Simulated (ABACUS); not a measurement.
Input of an ABACUS 3.10.1 run:

File INPUT:

```
INPUT_PARAMETERS
suffix              GaAs
calculation         scf
basis_type          pw
pseudo_dir          ./
symmetry            1
dft_functional      MGGA_X_REVTPSS+MGGA_C_REVTPSS
ecutwfc             97
pseudo_rcut         10
nspin               1
nbands              19
ks_solver           dav
smearing_method     fd
smearing_sigma      0.00367493
scf_thr             1e-08
scf_nmax            100
mixing_type         broyden
mixing_beta         0.7
cal_force           1
cal_stress          1
mixing_tau          1
out_chg             1
kpar                4
```

Contents of STRU:

```
ATOMIC_SPECIES
As 74.9216 As_ONCV_PBE-1.2.upf
Ga 69.7230 Ga_ONCV_PBE-1.2.upf

LATTICE_CONSTANT
1.8897261246

LATTICE_VECTORS
0.0000000000 2.8268500000 2.8268500000
2.8268500000 0.0000000000 2.8268500000
2.8268500000 2.8268500000 0.0000000000

ATOMIC_POSITIONS
Direct

As
0.0
1
0.7500000000 0.7500000000 0.7500000000 1 1 1

Ga
0.0
1
0.0000000000 0.0000000000 0.0000000000 1 1 1
```

File KPT:

```
K_POINTS
0
Gamma
5 5 5 0 0 0
```

Potentials or basis: SG15 ONCV 1.2 PBE, plane waves.

Run with:

```sh
$ OMP_NUM_THREADS=1 mpirun -np 4 abacus > log
```

(1) Estimate the band gap on the k mesh.

(2) Predict the pressure.

Answers

(1) 0.59 eV, direct.

(2) 1.2 GPa.

Caveat: the potentials were made for another functional, which shifts forces and pressure.

**What was measured.**

“Evidence of valence band perturbations in GaAsN/GaAs(001): A combined variable-angle spectroscopic ellipsometry and modulated photoreflectance investigation”, 2008, arxiv:0805.2212 reports, for a bulk crystal of GaAs at 300 K: band gap 1.418 ± 0.005 eV (direct).

A measured gap of GaAs is 1.418 eV (direct; 300 K; “Evidence of valence band perturbations in GaAsN/GaAs(001): A combined variable-angle spectroscopic ellipsometry and modulated photoreflectance investigation”, 2008, arxiv:0805.2212); the calculated 0.59 eV misses it by -0.83 eV. 3 values of this kind are on record (1.412 to 1.51 eV); this one was drawn at random among those near their median, those with a stated uncertainty first. Spin-orbit coupling on As, Ga is left out. The value is that of revTPSS, without temperature or zero-point motion.
